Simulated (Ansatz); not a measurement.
**MnS (P6_3mc)**

All numbers are calculated (PBE+U, U_eff = 5.0 eV (Dudarev form) on Mn d, fully localised double counting, collinear spin, scalar-relativistic, 420 eV, PAW set soft_2, 6×6×3 mesh, Gaussian smearing of 0.05 eV) with the plane-wave PAW code Ansatz.

```
CELL_PARAMETERS angstrom
3.97600 0.00000 0.00000
-1.98800 3.44332 0.00000
0.00000 0.00000 6.43200
ATOMIC_POSITIONS crystal
Mn 0.33333 0.66667 0.00000
Mn 0.66667 0.33333 0.50000
S 0.33333 0.66667 0.38500
S 0.66667 0.33333 0.88500
```

The structure is that of a cell as deposited in COD, unrelaxed.

Cell and atoms stay fixed. Atoms count from 1 in the text and from 0 in parts of the program's output.

Two runs on this cell converged from different starts. The ends of their outputs, energies left out (λ are the eigenvalues of a shell's occupation matrix):

Run A:

```
Magnetization: 10.0000 μB (26.0000 up, 16.0000 down)
Absolute magnetization: 10.0000 μB (∫|ρ↑−ρ↓|, with the PAW one-centre terms)
Per-site moments (μB) at R_I (Å): [(4.37000, 0.99486), (4.37000, 0.99486), (0.03503, 0.99486), (0.03503, 0.99486)]
Fermi energy:    7.812522 eV
--- Forces (eV/Å), atoms counted from 1 ---
  atom   1  Mn     0.00000000     0.00000000     0.25338472
  atom   2  Mn     0.00000000     0.00000000     0.25338472
  atom   3  S      0.00000000     0.00000000    -0.25340893
  atom   4  S      0.00000000     0.00000000    -0.25340893
--- Stress (GPa, compression-positive) ---
        6.688725       0.000000       0.000000
        0.000000       6.688725       0.000000
        0.000000       0.000000       4.115283
  P = ⅓ Tr σ = 5.8309 GPa (58.309 kbar)
--- Löwdin populations: 4 sites ---
  site symbol       q [e]    m [muB]
     0     Mn     13.8087     4.7870
     1     Mn     13.8087     4.7870
     2      S      7.0415     0.1364
     3      S      7.0415     0.1364
--- Occupation matrices: 2 shells (run DFT+U table (all-electron-ortho-atomic); ε = 2.64e-4) ---
  Mn0 d_3D up     Tr n = 4.9743  λ = 0.993 0.993 0.994 0.997 0.997
  Mn0 d_3D dn     Tr n = 0.2388  λ = 0.022 0.022 0.065 0.065 0.065
  Mn1 d_3D up     Tr n = 4.9743  λ = 0.993 0.993 0.994 0.997 0.997
  Mn1 d_3D dn     Tr n = 0.2388  λ = 0.022 0.022 0.065 0.065 0.065
```

Run B:

```
Magnetization: 0.0000 μB (21.0000 up, 21.0000 down)
Absolute magnetization: 9.8120 μB (∫|ρ↑−ρ↓|, with the PAW one-centre terms)
Per-site moments (μB) at R_I (Å): [(4.33498, 0.99486), (-4.33498, 0.99486), (-0.01149, 0.99486), (0.01149, 0.99486)]
Fermi energy:    7.729173 eV
--- Forces (eV/Å), atoms counted from 1 ---
  atom   1  Mn     0.00000000     0.00000000     0.34553018
  atom   2  Mn     0.00000000     0.00000000     0.34552936
  atom   3  S      0.00000000     0.00000000    -0.34553510
  atom   4  S      0.00000000     0.00000000    -0.34553486
--- Stress (GPa, compression-positive) ---
        6.102841       0.000000       0.000000
        0.000000       6.102841       0.000000
        0.000000       0.000000       2.491895
  P = ⅓ Tr σ = 4.8992 GPa (48.992 kbar)
--- Löwdin populations: 4 sites ---
  site symbol       q [e]    m [muB]
     0     Mn     13.8266     4.7510
     1     Mn     13.8266    -4.7510
     2      S      7.0267    -0.0653
     3      S      7.0267     0.0653
--- Occupation matrices: 2 shells (run DFT+U table (all-electron-ortho-atomic); ε = 7.24e-4) ---
  Mn0 d_3D up     Tr n = 4.9709  λ = 0.992 0.993 0.993 0.996 0.996
  Mn0 d_3D dn     Tr n = 0.2614  λ = 0.025 0.025 0.069 0.069 0.074
  Mn1 d_3D up     Tr n = 0.2614  λ = 0.025 0.025 0.069 0.069 0.074
  Mn1 d_3D dn     Tr n = 4.9709  λ = 0.992 0.993 0.993 0.996 0.996
```

**Question.** Which run lies higher in energy, by how much, and why?

**Answer.** Run A, by 22.2 meV/atom. Run A has 5 d electrons in filled orbitals, 5 of them unpaired, the high-spin filling, a gap of 1.49 eV and a whole-number cell moment of 10 μB, as a collinear insulator must have; run B has 5 d electrons in filled orbitals, 5 of them unpaired, the high-spin filling, a gap of 2.37 eV. Run A kept 12 symmetry operations, run B 6. Flag on run A: the program noted another magnetic order. They differ in magnetic order (signs of the magnetic ions' moments, up to an overall flip, +− in run B, ++ in run A). With J = 0 the Hubbard energy is (U/2) Σ λ(1 − λ), a penalty on fractional natural occupations. The sums Σ λ(1 − λ) over the cell's shells are 0.55 for run B and 0.50 for run A, which at U/2 = 2.50 eV give 1.37 and 1.25 eV per cell. Of the difference of 0.089 eV per cell, the Hubbard term gives -0.118 eV and all other terms 0.207 eV, so the other terms decide the order against the Hubbard term. The other terms are taken on each state's own density, so they aren't the result of a run without U.

In the lower state the fixed cell carries a pressure of 4.9 GPa and forces up to 0.35 eV/Å; relaxing would change energies and could change the order of close states.

Run A started from: ferromagnetic start, free, default search, moments Mn1 5.00; Mn2 5.00 μB. Run B started from: antiferromagnetic start, free, moments Mn1 5.00; Mn2 -5.00 μB, occupations held for 8 iterations. At this level the cell was started in 18 ways. Run B holds the lowest state found for this cell, which doesn't make it the ground state. U is one value of a scan, not fitted to this compound, so the states needn't resemble the real material's. Gaps are Kohn–Sham gaps over the k-mesh alone and may be smaller between its points.
